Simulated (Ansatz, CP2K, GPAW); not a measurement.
One calculation of Zn, 3 ways

```
Zn
1.0
     2.67000    0.00000    0.00000
    -1.33500    2.31229    0.00000
     0.00000    0.00000    4.96600
Zn
2
Direct
  0.66667 0.33333 0.75000
  0.33333 0.66667 0.25000
```

Alike in all runs: task single point; functional LDA; k mesh 11 × 11 × 6; occupations gaussian, width 0.02 eV; no spin polarisation; no spin-orbit coupling. LDA stands for any of its common fits. Pressure is positive in compression and, in plane waves, holds the error of the finite cutoff, which Ansatz's Pulay term estimates and takes out.

```csv
program and potentials,plane-wave cutoff (eV),notes,pressure (GPa)
"Ansatz, Ansatz PAW",420,"potentials made for PBE, which Ansatz adapts in part",?
"GPAW, the program's PAW data sets (release 1.2.1) made for this functional",600,-,-9.39
"CP2K, GTH_POTENTIALS Zn GTH-PADE-q12; TZVP-MOLOPT-PBE-GTH basis",-,atomic basis,-8.64
```

Problem. Estimate from the other rows what the run with Ansatz, Ansatz PAW gave.

Solution. Pressure -9.05 GPa. Its pressure holds a Pulay term of +0.06 GPa. The other rows, which needn't bracket it: pressure -9.39 to -8.64.
